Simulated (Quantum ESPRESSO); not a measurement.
Crystal: MgS (Niningerite).

```xyz
2
Lattice="0.0000 2.6016 2.6016 2.6016 0.0000 2.6016 2.6016 2.6016 0.0000" Properties=species:S:1:pos:R:3 pbc="T T T"
S     2.6016    2.6016    2.6016
Mg    0.0000    0.0000    0.0000
```

* Program: Quantum ESPRESSO 7.5
* Task: phonons and Raman activities
* Functional: PBE
* Potentials or basis: GBRV 1.5 PBE
* Cutoff: 612 eV
* Density cutoff: 4898 eV
* k mesh: 4 × 4 × 4, shifted
* Occupations: fermi-dirac, width 0.05 eV
* Spin: no spin polarisation
* Mixing beta: 0.5
* Most SCF iterations: 120
* SCF threshold: 4e-10 Ry

The cell and the atoms were relaxed first, to 17.85 Å³/atom (a = 3.696 Å, b = 3.696 Å, c = 3.696 Å, α = 60.00°, β = 60.00°, γ = 60.00°), and the response was taken there.

The first run showed a gap, so the response started from a second, tighter run with fixed occupations.

**Question.** How polar is the lattice: what are the Born charges, the two dielectric constants and the LO-TO splitting?

**Answer.** Born charges ±2.35 e; dielectric constants 5.45 (electrons alone) and 16.28 (static); transverse and longitudinal modes at 225 and 389 cm⁻¹.
